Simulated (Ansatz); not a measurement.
# HfO2: the cost of one run

Program: Ansatz 0.2.0. Level of theory: DFT PBE, scalar-relativistic, plane waves, PAW. These are calculated values, not measurements.

## Step 1: The system as given

Symmetry: Pca2_1, No. 29, orthorhombic system. Conventional cell: a = 5.219 Å, b = 5.005 Å, c = 5.033 Å, α = 90.00°, β = 90.00°, γ = 90.00°. Around Hf (site symmetry 1) lie 7 O at 2.02 to 2.23 Å. Around O (site symmetry 1) lie 3 Hf at 2.02 to 2.13 Å. O (site symmetry 1) has 4 Hf at 2.11 to 2.23 Å as nearest neighbours.

Coordinates:

```cif
data_structure
_symmetry_space_group_name_H-M 'P 1'
_symmetry_Int_Tables_number 1
_cell_length_a 5.2195
_cell_length_b 5.0048
_cell_length_c 5.0327
_cell_angle_alpha 90.000
_cell_angle_beta 90.000
_cell_angle_gamma 90.000
_cell_volume 131.46
loop_
_atom_site_label
_atom_site_type_symbol
_atom_site_fract_x
_atom_site_fract_y
_atom_site_fract_z
_atom_site_occupancy
Hf1 Hf 0.03301 0.26748 0.24144 1
Hf2 Hf 0.46699 0.26748 0.74144 1
Hf3 Hf 0.53301 0.73252 0.24144 1
Hf4 Hf 0.96699 0.73252 0.74144 1
O1 O 0.36787 0.07135 0.37927 1
O2 O 0.13213 0.07135 0.87927 1
O3 O 0.73395 0.46012 0.49229 1
O4 O 0.76605 0.46012 0.99229 1
O5 O 0.26605 0.53988 0.99229 1
O6 O 0.23395 0.53988 0.49229 1
O7 O 0.86787 0.92865 0.37927 1
O8 O 0.63213 0.92865 0.87927 1
```

The structure rests on an entry of the Materials Project (structure only); cell or positions may have been set otherwise for this series.

## Step 2: Relaxing cell and atoms: HfO2, no spin

input.yaml reads:

```yaml
crystal:
  lattice:
    - [5.21946336, 0.0, 0.0]
    - [0.0, 5.00476369, 0.0]
    - [0.0, 0.0, 5.03268505]
  atoms:
    - { symbol: Hf, position: [0.033006, 0.26747918, 0.24144035] }
    - { symbol: Hf, position: [0.466994, 0.26747918, 0.74144035] }
    - { symbol: Hf, position: [0.533006, 0.73252082, 0.24144035] }
    - { symbol: Hf, position: [0.966994, 0.73252082, 0.74144035] }
    - { symbol: O, position: [0.36787255, 0.0713546, 0.37926726] }
    - { symbol: O, position: [0.13212745, 0.0713546, 0.87926726] }
    - { symbol: O, position: [0.73394852, 0.46011695, 0.49229239] }
    - { symbol: O, position: [0.76605148, 0.46011695, 0.99229239] }
    - { symbol: O, position: [0.26605148, 0.53988305, 0.99229239] }
    - { symbol: O, position: [0.23394852, 0.53988305, 0.49229239] }
    - { symbol: O, position: [0.86787255, 0.9286454, 0.37926726] }
    - { symbol: O, position: [0.63212745, 0.9286454, 0.87926726] }
scf:
  occupations: { method: fixed }
output:
  forces: true
  stress: true
  eigenvalues: true
hamiltonian:
  xc: pbe
kpoints:
  mp_grid: { grid: [4, 4, 4] }
relax:
  f_tol: 0.003
  cell: { stress_tol: 0.03 }
```

Run with:

```
$ ansatz run input.yaml --threads 8 --pin off --max-ram 16384MiB --backend cpu --events-out ev --progress --plain --runs-dir out
```

Q: Estimate wall time and peak memory on 8 threads of Intel Xeon at 2.70GHz, shared host.

About 69 s, with a peak of 0.98 GiB.
